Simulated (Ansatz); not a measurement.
**NaH: response to strain**

Aim: deform NaH (zz strain of -2 %) and compute stress, forces and field gradients with LAPW, PAW and all-electron datasets made for the crystal.

Computed with Ansatz 0.2.0 (DFT PBEsol, scalar-relativistic, unless a step's input says otherwise).

2 further runs of the same task are left out: 2 set aside as unsound or not needed.

**1. The starting structure**

Symmetry: Fm-3m, No. 225, cubic system. The conventional cell has a = 4.880 Å, b = 4.880 Å, c = 4.880 Å, α = 90.00°, β = 90.00°, γ = 90.00°. Around Na (site symmetry m-3m) lie 6 H at 2.44 Å. Around H (site symmetry m-3m) lie 6 Na at 2.44 Å.

Structure file:

```
Na H
1.0
     0.00000    2.44000    2.44000
     2.44000    0.00000    2.44000
     2.44000    2.44000    0.00000
Na H
1 1
Direct
  0.00000 0.00000 0.00000
  0.50000 0.50000 0.50000
```

Atoms are numbered in the order of the input: Na1, H2.

**2. The deformed structure**

Space group Fm-3m before, I4/mmm after.

**3. LAPW, all electrons**

input.yaml

```yaml
crystal:
  lattice:
    - [0.0, 2.44, 2.3912]
    - [2.44, 0.0, 2.3912]
    - [2.44, 2.44, 0.0]
  atoms:
    - { symbol: Na, position: [0.0, 0.0, 0.0] }
    - { symbol: H, position: [0.5, 0.5, 0.5] }
kpoints:
  mp_grid: { grid: [9, 9, 9] }
  band_path:
    path:
      - [0.0, 0.0, 0.0]
      - [0.0, 0.5, 0.5]
      - [0.25, 0.75, 0.5]
      - [0.0, 0.5, 0.0]
      - [0.0, 0.0, 0.0]
      - [0.5, 0.5, 0.0]
      - [0.3801541025, 0.6198458975, 0.0]
      - [-0.3801541025, 0.3801541025, 0.0]
      - [0.0, 0.0, 0.0]
    npoints: 5
scf:
  occupations: { method: fermi_dirac, width: 0.03 }
hamiltonian:
  xc: pbesol
  pseudopotentials: { kind: all_electron, lapw: { basis_error: 0.001 } }
output:
  forces: true
  stress: true
  eigenvalues: true
```

Launch:

```
$ ansatz run input.yaml --threads 1 --pin off --max-ram 3072MiB --backend cpu --events-out ev --progress --plain --runs-dir out
```

**4. PAW on the default files**

input.yaml

```yaml
crystal:
  lattice:
    - [0.0, 2.44, 2.3912]
    - [2.44, 0.0, 2.3912]
    - [2.44, 2.44, 0.0]
  atoms:
    - { symbol: Na, position: [0.0, 0.0, 0.0] }
    - { symbol: H, position: [0.5, 0.5, 0.5] }
kpoints:
  mp_grid: { grid: [9, 9, 9] }
scf:
  occupations: { method: fermi_dirac, width: 0.03 }
hamiltonian:
  xc: pbesol
  pseudopotentials: { kind: paw }
output:
  forces: true
  stress: true
  eigenvalues: true
  efg: { contact_densities: true }
  write_density: true
  write_potential: true
  elf: true
  volumetric_format: npy
```

**5. All-electron PAW on datasets made for the crystal**

input.yaml, as its differences from that of step 4:

```diff
@@ -14,3 +14,3 @@
   xc: pbesol
-  pseudopotentials: { kind: paw }
+  pseudopotentials: { kind: all_electron, datasets: crystal }
 output:
@@ -20,5 +20 @@
   efg: { contact_densities: true }
-  write_density: true
-  write_potential: true
-  elf: true
-  volumetric_format: npy
```

(Steps that only read results are left out.)

What does the calculation give? Wanted: pressure; largest shear or deviatoric stress.

**Answer**, as computed:

```
                                 quantity                                              value
                                 pressure  LAPW -0.76, PAW -0.76, crystal datasets -0.77 GPa
largest shear or deviatoric stress (LAPW)                                           0.41 GPa
```

Against the undeformed cell the largest change of stress is +0.84 GPa, in the zz component, with the atoms carried along and not relaxed. PAW: stress within 0.01 GPa of LAPW. Crystal datasets: stress within 0.01 GPa of LAPW.
